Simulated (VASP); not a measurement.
# Ta3N5: GW quasiparticle gap, part 5 of 5

How does the gap of Ta3N5 change from the starting functional to GW? The cell has space group Cmcm. The start is a cell from a database of measured crystal structures.

VASP 6.6.1, plane waves and PAW; the level of theory is named at each step.

So far, quasiparticle gap on the mesh (eV): step 4 (evGW0, evGW0 on r2SCAN) 2.24; step 5 (QPGW0, QPGW0 on r2SCAN) 2.29. Also gap on the k-mesh (eV): step 3 (empty bands) 1.59.

## (6) Orbitals for another starting point

This step: LDA; plane waves and PAW (Ta_sv_GW, N_GW) (VASP 6.6.1).

A hybrid converges faster from good orbitals, so a cheap LDA run writes WAVECAR first.

INCAR

```
SYSTEM = Ta3N5
PREC = Accurate
ENCUT = 450
EDIFF = 1E-05
NELM = 100
ISMEAR = 0
SIGMA = 0.01
LREAL = .FALSE.
ALGO = Normal
GGA = CA
NBANDS = 80
LORBIT = 11
LWAVE = .TRUE.
LCHARG = .FALSE.
KPAR = 2
NCORE = 8
```

POSCAR

```
Ta3N5
1.0
    1.9431000000     -5.1059000000      0.0000000000
    1.9431000000      5.1059000000      0.0000000000
    0.0000000000      0.0000000000     10.2624000000
Ta N
6 10
Direct
    0.8029000000      0.1971000000      0.2500000000
    0.1971000000      0.8029000000      0.7500000000
    0.8654500000      0.1345500000      0.5590600000
    0.1345500000      0.8654500000      0.0590600000
    0.1345500000      0.8654500000      0.4409400000
    0.8654500000      0.1345500000      0.9409400000
    0.2367800000      0.7632200000      0.2500000000
    0.7632200000      0.2367800000      0.7500000000
    0.9529900000      0.0470100000      0.1194900000
    0.0470100000      0.9529900000      0.6194900000
    0.0470100000      0.9529900000      0.8805100000
    0.9529900000      0.0470100000      0.3805100000
    0.6913800000      0.3086200000      0.0737800000
    0.3086200000      0.6913800000      0.5737800000
    0.3086200000      0.6913800000      0.9262200000
    0.6913800000      0.3086200000      0.4262200000
```

KPOINTS

```
Automatic mesh
0
Gamma
4 4 1
0 0 0
```

Potentials, in the order of the species: Ta_sv_GW and N_GW (PBE family, release 64).

Started as:

```bash
> mpirun -np 16 vasp_std
```

What it wrote:

```text
[banner, memory and clock lines left out]
running   16 mpi-ranks, on    1 nodes
 distrk:  each k-point on    8 cores,    2 groups
 distr:  one band on    8 cores,    1 groups

 POSCAR found type information on POSCAR TaN
 POSCAR found :  2 types and      16 ions
 [... a notice as in an earlier step ...]

 LDA part: xc-table for (Slater(with rela. corr.)+CA(PZ))
 , standard interpolation
 POSCAR, INCAR and KPOINTS ok, starting setup
 FFT: planning ... GRIDC
 FFT: planning ... GRID_SOFT
 FFT: planning ... GRID
 WAVECAR not read
 entering main loop
       N       E                     dE             d eps       ncg     rms          rms(c)
DAV:   1     0.121827873626E+04    0.12183E+04   -0.70901E+04  1144   0.143E+03
DAV:   2    -0.133071654320E+03   -0.13514E+04   -0.12951E+04  1576   0.502E+02
DAV:   3    -0.245021088354E+03   -0.11195E+03   -0.11107E+03  1400   0.140E+02
DAV:   4    -0.248997857629E+03   -0.39768E+01   -0.39690E+01  1648   0.315E+01
DAV:   5    -0.249120138855E+03   -0.12228E+00   -0.12223E+00  1488   0.408E+00    0.195E+02
DAV:   6    -0.202920142210E+03    0.46200E+02   -0.25893E+02  1552   0.560E+01    0.293E+02
DAV:   7    -0.209708224610E+03   -0.67881E+01   -0.21464E+01  1600   0.162E+01    0.367E+02
DAV:   8    -0.210658129537E+03   -0.94990E+00   -0.38363E+01  1472   0.273E+01    0.415E+02
DAV:   9    -0.201377671091E+03    0.92805E+01   -0.27631E+01  1304   0.173E+01    0.146E+02
DAV:  10    -0.201530709861E+03   -0.15304E+00   -0.18530E+00  1448   0.598E+00    0.825E+01
DAV:  11    -0.201609910442E+03   -0.79201E-01   -0.19936E-01  1432   0.171E+00    0.499E+01
DAV:  12    -0.201537982599E+03    0.71928E-01   -0.13325E-01  1488   0.142E+00    0.165E+01
DAV:  13    -0.201521053965E+03    0.16929E-01   -0.91196E-02  1448   0.996E-01    0.139E+00
DAV:  14    -0.201521206014E+03   -0.15205E-03   -0.25389E-03  1392   0.239E-01    0.535E-01
DAV:  15    -0.201521082816E+03    0.12320E-03   -0.66187E-04  1632   0.116E-01    0.210E-01
DAV:  16    -0.201521081791E+03    0.10257E-05   -0.53559E-05  1272   0.349E-02
   1 F= -.20152108E+03 E0= -.20152108E+03  d E =-.241758-158
 writing wavefunctions
```

Elapsed: 17 s, on 16 MPI ranks of Intel Xeon Platinum 8259CL at 2.50GHz (Skylake/Cascade Lake), shared host; peak memory 2.3 GiB; 4.5 min of CPU time.

OUTCAR, selected parts (step 6):

```text
   NELECT =     128.0000    total number of electrons

 E-fermi :   6.4257

 k-point     1 :       0.0000    0.0000    0.0000
  band No.  band energies     occupation
    ...
     60       5.3391      2.00000
     61       5.4367      2.00000
     62       5.7452      2.00000
     63       5.9845      2.00000
     64       6.2367      2.00000
     65       7.6037      0.00000
     66       7.9214      0.00000
     67       8.3062      0.00000
     68       8.6064      0.00000
     69       8.9357      0.00000
    ...

  Total      -10.0613918     -9.7539125     -8.8873122      0.0000000      0.0000000      0.0000000
  in kB      -79.1630019    -76.7437554    -69.9253470      0.0000000      0.0000000      0.0000000
  external PRESSURE =     -75.2773681 kB  Pullay stress =       0.0000000 kB

 POSITION                                       TOTAL-FORCE (eV/Angst)
 -----------------------------------------------------------------------------------
      1.94310     -3.09315      2.56560         0.000000      0.072982      0.000000
      1.94310      3.09315      7.69680         0.000000     -0.072982      0.000000
      1.94310     -3.73190      5.73730         0.000000     -0.184169      0.178608
      1.94310      3.73190      0.60610         0.000000      0.184169      0.178608
      1.94310      3.73190      4.52510         0.000000      0.184169     -0.178608
      1.94310     -3.73190      9.65630         0.000000     -0.184169     -0.178608
      1.94310      2.68795      2.56560         0.000000     -0.038773      0.000000
      1.94310     -2.68795      7.69680         0.000000      0.038773      0.000000
      1.94310     -4.62584      1.22625         0.000000     -0.083435     -0.210697
      1.94310      4.62584      6.35745         0.000000      0.083435     -0.210697
      1.94310      4.62584      9.03615         0.000000      0.083435      0.210697
      1.94310     -4.62584      3.90495         0.000000     -0.083435      0.210697
      1.94310     -1.95433      0.75716         0.000000     -0.146239     -0.025826
      1.94310      1.95433      5.88836         0.000000      0.146239     -0.025826
      1.94310      1.95433      9.50524         0.000000      0.146239      0.025826
      1.94310     -1.95433      4.37404         0.000000     -0.146239      0.025826
 -----------------------------------------------------------------------------------
    total drift:                                0.000000     -0.000000     -0.000000

  FREE ENERGIE OF THE ION-ELECTRON SYSTEM (eV)
  ---------------------------------------------------
  free  energy   TOTEN  =      -201.5210817908 eV

  energy  without entropy=     -201.5210817908  energy(sigma->0) =     -201.52108179

[... 9 parts as in an earlier step ...]

[... 8 further parts left out ...]
```

The PAW data sets were made with PBE, though LDA sets exist; this is a small mismatch.

Numbers from this step:

```
free energy (TOTEN)            : -201.5211 eV
Fermi energy                   : 6.426 eV
pressure                       : -7.528 GPa
gap on the k-mesh              : 1.119 eV
least direct gap on the k-mesh : 1.336 eV
```

## (7) Another starting point

This step: HSE06; plane waves and PAW (Ta_sv_GW, N_GW) (VASP 6.6.1).

To see how much the result owes to its start, the ground state is made again with HSE06. A small SIGMA keeps every occupation at zero or full.

INCAR

```
SYSTEM = Ta3N5
PREC = Accurate
ENCUT = 450
EDIFF = 1E-08
NELM = 100
ISMEAR = 0
SIGMA = 0.01
LREAL = .FALSE.
ALGO = Normal
LHFCALC = .TRUE.
AEXX = 0.25
GGA = PE
HFSCREEN = 0.2
LASPH = .TRUE.
NBANDS = 80
PRECFOCK = Fast
LORBIT = 11
LWAVE = .TRUE.
LCHARG = .FALSE.
KPAR = 2
```

POSCAR is that of step 6.

KPOINTS is that of step 6.

The run starts from files that an earlier step left in the folder.

Started as:

```bash
> mpirun -np 16 vasp_std
```

What it wrote:

```text
[banner, memory and clock lines left out]
running   16 mpi-ranks, on    1 nodes
 distrk:  each k-point on    8 cores,    2 groups
 distr:  one band on    1 cores,    8 groups

 POSCAR found type information on POSCAR TaN
 POSCAR found :  2 types and      16 ions
 [... a notice as in an earlier step ...]

 LDA part: xc-table for (Slater+PW92), standard interpolation
 found WAVECAR, reading the header
 POSCAR, INCAR and KPOINTS ok, starting setup
 FFT: planning ... GRIDC
 FFT: planning ... GRID_SOFT
 FFT: planning ... GRID
 reading WAVECAR
 the WAVECAR file was read successfully
 initial charge from wavefunction
 entering main loop
       N       E                     dE             d eps       ncg     rms          rms(c)
DAV:   1    -0.216466216796E+03   -0.21647E+03   -0.90402E+00  1384   0.166E+01    0.903E+01
DAV:   2    -0.216398026648E+03    0.68190E-01   -0.52830E-01  1480   0.389E+00    0.830E+01
DAV:   3    -0.216367792998E+03    0.30234E-01   -0.29613E-01  1320   0.189E+00    0.671E+01
DAV:   4    -0.216370634583E+03   -0.28416E-02   -0.26608E-02  1488   0.683E-01    0.468E+01
DAV:   5    -0.216366924918E+03    0.37097E-02   -0.11451E-02  1552   0.625E-01    0.300E+01
DAV:   6    -0.216367106510E+03   -0.18159E-03   -0.23054E-03  1608   0.262E-01    0.208E+01
DAV:   7    -0.216367038075E+03    0.68435E-04   -0.31036E-04  1520   0.876E-02    0.146E+01
DAV:   8    -0.216367082065E+03   -0.43990E-04   -0.14447E-04  1464   0.514E-02    0.971E+00
DAV:   9    -0.216367118133E+03   -0.36068E-04   -0.41042E-05  1632   0.402E-02    0.669E+00
DAV:  10    -0.216367139481E+03   -0.21348E-04   -0.13795E-05  1672   0.229E-02    0.440E+00
DAV:  11    -0.216367153793E+03   -0.14312E-04   -0.39640E-06  1600   0.117E-02    0.295E+00
DAV:  12    -0.216367162697E+03   -0.89035E-05   -0.19484E-06  1616   0.701E-03    0.202E+00
DAV:  13    -0.216367167998E+03   -0.53013E-05   -0.78874E-07  1584   0.441E-03    0.137E+00
DAV:  14    -0.216367171043E+03   -0.30444E-05   -0.18383E-07  1592   0.239E-03    0.871E-01
DAV:  15    -0.216367173024E+03   -0.19814E-05   -0.12795E-07  1456   0.182E-03    0.587E-01
DAV:  16    -0.216367174335E+03   -0.13110E-05   -0.13495E-07  1456   0.160E-03    0.427E-01
DAV:  17    -0.216367175179E+03   -0.84361E-06   -0.32632E-08  1216   0.830E-04    0.281E-01
DAV:  18    -0.216367175716E+03   -0.53757E-06   -0.99723E-09   736   0.618E-04    0.178E-01
DAV:  19    -0.216367176047E+03   -0.33081E-06   -0.97909E-09   736   0.568E-04    0.118E-01
DAV:  20    -0.216367176263E+03   -0.21553E-06   -0.47742E-09   720   0.470E-04    0.745E-02
DAV:  21    -0.216367176397E+03   -0.13460E-06   -0.38335E-09   728   0.370E-04    0.508E-02
DAV:  22    -0.216367176488E+03   -0.90497E-07   -0.21076E-09   720   0.331E-04    0.328E-02
DAV:  23    -0.216367176546E+03   -0.58028E-07   -0.13613E-09   712   0.221E-04    0.225E-02
DAV:  24    -0.216367176586E+03   -0.39861E-07   -0.92636E-10   704   0.202E-04    0.151E-02
DAV:  25    -0.216367176612E+03   -0.26712E-07   -0.71359E-10   720   0.158E-04    0.110E-02
DAV:  26    -0.216367176632E+03   -0.19892E-07   -0.51730E-10   720   0.145E-04    0.797E-03
DAV:  27    -0.216367176646E+03   -0.14086E-07   -0.36602E-10   704   0.116E-04    0.626E-03
DAV:  28    -0.216367176657E+03   -0.10641E-07   -0.32109E-10   704   0.104E-04    0.483E-03
DAV:  29    -0.216367176665E+03   -0.83728E-08   -0.17888E-10   712   0.837E-05
   1 F= -.21636718E+03 E0= -.21636718E+03  d E =0.000000E+00
 writing wavefunctions
```

Elapsed: 19 min, on 16 MPI ranks; peak memory 5.9 GiB.

OUTCAR, selected parts (step 7):

```text
   k-points           NKPTS =      7   k-points in BZ     NKDIM =     16   number of bands    NBANDS=     80

   NELECT =     128.0000    total number of electrons

  exchange ACFDT corr.  =         0.00000000  see jH, gK, PRB 81, 115126

 E-fermi :   6.1334

 k-point     1 :       0.0000    0.0000    0.0000
  band No.  band energies     occupation
    ...
     60       4.8791      2.00000
     61       5.0102      2.00000
     62       5.3146      2.00000
     63       5.5296      2.00000
     64       5.8952      2.00000
     65       8.3840      0.00000
     66       8.6773      0.00000
     67       9.1127      0.00000
     68       9.5060      0.00000
     69       9.8413      0.00000
    ...

 POSITION                                       TOTAL-FORCE (eV/Angst)
 -----------------------------------------------------------------------------------
      1.94310     -3.09315      2.56560         0.000000     -0.109242      0.000000
      1.94310      3.09315      7.69680         0.000000      0.109242     -0.000000
      1.94310     -3.73190      5.73730         0.000000     -0.400734      0.162391
      1.94310      3.73190      0.60610         0.000000      0.400734      0.162391
      1.94310      3.73190      4.52510         0.000000      0.400734     -0.162391
      1.94310     -3.73190      9.65630         0.000000     -0.400734     -0.162391
      1.94310      2.68795      2.56560         0.000000     -0.086252     -0.000000
      1.94310     -2.68795      7.69680         0.000000      0.086252      0.000000
      1.94310     -4.62584      1.22625         0.000000     -0.088242     -0.334640
      1.94310      4.62584      6.35745         0.000000      0.088242     -0.334640
      1.94310      4.62584      9.03615         0.000000      0.088242      0.334640
      1.94310     -4.62584      3.90495         0.000000     -0.088242      0.334640
      1.94310     -1.95433      0.75716         0.000000     -0.201331      0.012521
      1.94310      1.95433      5.88836         0.000000      0.201331      0.012521
      1.94310      1.95433      9.50524         0.000000      0.201331     -0.012521
      1.94310     -1.95433      4.37404         0.000000     -0.201331     -0.012521
 -----------------------------------------------------------------------------------
    total drift:                               -0.000000     -0.000000     -0.000000

  FREE ENERGIE OF THE ION-ELECTRON SYSTEM (eV)
  ---------------------------------------------------
  free  energy   TOTEN  =      -216.3671766653 eV

  energy  without entropy=     -216.3671766653  energy(sigma->0) =     -216.36717667

[... 8 parts as in an earlier step ...]

[... 8 further parts left out ...]
```

The k-mesh is coarse for exact exchange; levels may shift by about 0.1 eV on a finer one.

This step gave:

```yaml
free_energy_toten: -216.3672 eV
fermi_energy: 6.133 eV
gap_on_the_k_mesh: 2.238 eV
least_direct_gap_on_the_k_mesh: 2.454 eV
```

## (8) Empty bands

The next step needs empty bands that the ground-state run didn't converge, so the Hamiltonian is diagonalised exactly for NBANDS bands, in a single step. LOPTICS writes the k-derivatives of the orbitals (WAVEDER), which give the long-wavelength limit of the screening.

INCAR

```
SYSTEM = Ta3N5
PREC = Accurate
ENCUT = 450
ISMEAR = 0
SIGMA = 0.01
LREAL = .FALSE.
LHFCALC = .TRUE.
AEXX = 0.25
GGA = PE
HFSCREEN = 0.2
LASPH = .TRUE.
NBANDS = 768
PRECFOCK = Fast
ALGO = Exact
NELM = 1
LWAVE = .TRUE.
LCHARG = .FALSE.
LOPTICS = .TRUE.
NEDOS = 1000
CSHIFT = 0.1
```

POSCAR is that of step 7.

KPOINTS is that of step 7.

The run starts from files that an earlier step left in the folder.

Started as:

```bash
> mpirun -np 16 vasp_std
```

What it wrote:

```text
[banner, memory and clock lines left out]
running   16 mpi-ranks, on    1 nodes
[...]
[... a notice as in an earlier step ...]

 LDA part: xc-table for (Slater+PW92), standard interpolation
 found WAVECAR, reading the header
  number of bands has changed, file:    80 present:   768
  trying to continue reading WAVECAR, but it might fail
 POSCAR, INCAR and KPOINTS ok, starting setup
[...]
reading WAVECAR
 random initialization beyond band           80
 the WAVECAR file was read successfully
 initial charge from wavefunction
 entering main loop
       N       E                     dE             d eps       ncg     rms          rms(c)
```

Elapsed: 26 min, on 16 MPI ranks.

The run was cut off at its time limit.

More ranks or a longer limit would be the way on.

## (9) Summary

This step: GW series: evGW0 on r2SCAN, QPGW0 on r2SCAN; plane waves and PAW (VASP 6.6.1).

This step runs nothing: it gathers the runs above.

Cost is wall time times ranks on a shared host, with the step that makes the empty bands. GW runs:

| level | bands | ENCUTGW (eV) | NOMEGA | k mesh | starting gap (eV) | quasiparticle gap (eV) | direct gap (eV) | cost (core minutes) |
| --- | --- | --- | --- | --- | --- | --- | --- | --- |
| evGW0 on r2SCAN | 768 | 140 | 48 | 4x4x1 | 1.586 | 2.242 | 2.486 | 527.5 |
| QPGW0 on r2SCAN | 768 | 140 | 48 | 4x4x1 | 1.586 | 2.286 | 2.532 | 1165 |

## (10) What came out

```yaml
evgw0_on_r2scan_768_bands_encutgw_140_ev_nomega_48_mesh_4x4x1: 1.586 → 2.242 eV
qpgw0_on_r2scan_768_bands_encutgw_140_ev_nomega_48_mesh_4x4x1: 1.586 → 2.286 eV
```

**Reading.** evGW0 gives a quasiparticle gap of 2.242 eV on the mesh, 0.66 eV over the r2SCAN gap on the same mesh. On mesh and path the starting valence top lies at (0.123, 0.123, 0) and the conduction bottom at (0.5, 0.5, 0), so the starting gap is indirect. The GW mesh misses an edge: at the starting level the gap along the path is 0.04 eV smaller, and with that offset the quasiparticle gap would be about 2.20 eV. Over the final values of the levels run here the gap spans 2.24 to 2.29 eV. In evGW0 the first pass, which is the one-shot result, gives 2.136 eV and pass 4 gives 2.242 eV; the last pass changed the gap by +2 meV, so the loop is converged. In QPGW0 the first pass gives 2.133 eV and pass 4 gives 2.286 eV; the last pass changed the gap by +16 meV, so more passes would move it further. Bands, response cutoff and mesh weren't tested for convergence. On a mesh this coarse the value is a test of cost more than a converged gap. The empty bands run ended without a result (timeout). Spin-orbit coupling is left out; with Ta in the cell it can split or shift band edges, by an amount that depends on which atoms form them and isn't tested here. The atoms weren't relaxed and carry forces of up to 0.40 eV/Å at r2SCAN in the first static run, so the numbers belong to the given coordinates, and a relaxation would change them. VASP warned that the automatic setting of its frequency mesh failed, and advised more k points, in all GW runs. Those values are in doubt. Not tabulated here, as repeats of values shown or as unfit to read for their mesh, reference level or band range: eps2 curves (empty bands); eps1 curves and static values (empty bands).

[Lines on the potential files, build, host, timing and source positions are cut from VASP's logs without a mark.]

[Logs are printed without paths, hosts, clocks, repeated set-up lines and the standing remarks that a program may print on its own settings, such as how far it seeks lower states.]

[Hosts, paths, dates, database ids (printed as entryN), source tags and the programs' standing remarks are cut or masked in the printed files.]

[Pressures printed for these runs are not shown converged in the cutoff: they can be off by several GPa and have the wrong sign.]
